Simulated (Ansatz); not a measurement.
System: AlP (zinc blende type), 2 atoms in the cell.

```
CELL_PARAMETERS angstrom
0.00000 2.75500 2.75500
2.75500 0.00000 2.75500
2.75500 2.75500 0.00000
ATOMIC_POSITIONS crystal
Al 0.00000 0.00000 0.00000
P 0.25000 0.25000 0.25000
```

All numbers below come from PBE with spin–orbit coupling, plane waves, PAW datasets (earlier set, tuned by hand) (Ansatz 0.2.0 development build).

Cutoff 900 eV; k-mesh 6×6×6 Γ-centred; Fermi–Dirac smearing of 0.02 eV.

(1) How large is the gap on this mesh, is it direct, and where do the band edges lie (fractions of the reciprocal vectors of this cell)?

(2) List the levels near the gap at (0.000, 0.000, 0.000), (0.000, 0.000, 0.167), (0.000, 0.167, -0.500), (0.000, 0.333, -0.500), (0.000, -0.500, -0.500), in eV from the top of the valence band (v1 is the highest filled band, c1 the lowest empty one).

Results:

(1) 1.61 eV, indirect from (0.000, 0.000, 0.000) to (0.000, -0.500, -0.500); the smallest direct gap is 3.05 eV.

(2) 
```json
{"k": "(0.000, 0.000, 0.000)", "v4": "0.00", "v3": "0.00", "v2": "0.00", "v1": "0.00", "c1": "3.05", "c2": "3.05", "c3": "4.48"}
{"k": "(0.000, 0.000, 0.167)", "v4": "-0.28", "v3": "-0.28", "v2": "-0.24", "v1": "-0.24", "c1": "3.47", "c2": "3.47", "c3": "4.91"}
{"k": "(0.000, 0.167, -0.500)", "v4": "-1.98", "v3": "-1.97", "v2": "-1.19", "v1": "-1.19", "c1": "3.27", "c2": "3.27", "c3": "4.99"}
{"k": "(0.000, 0.333, -0.500)", "v4": "-2.70", "v3": "-2.69", "v2": "-1.82", "v1": "-1.82", "c1": "2.28", "c2": "2.29", "c3": "3.85"}
{"k": "(0.000, -0.500, -0.500)", "v4": "-2.08", "v3": "-2.08", "v2": "-2.06", "v1": "-2.06", "c1": "1.61", "c2": "1.61", "c3": "2.45"}
```

A gap read on the mesh is an upper bound of this method's gap, since the mesh can miss a band edge. Semilocal functionals give gaps that mostly lie well below measured ones.
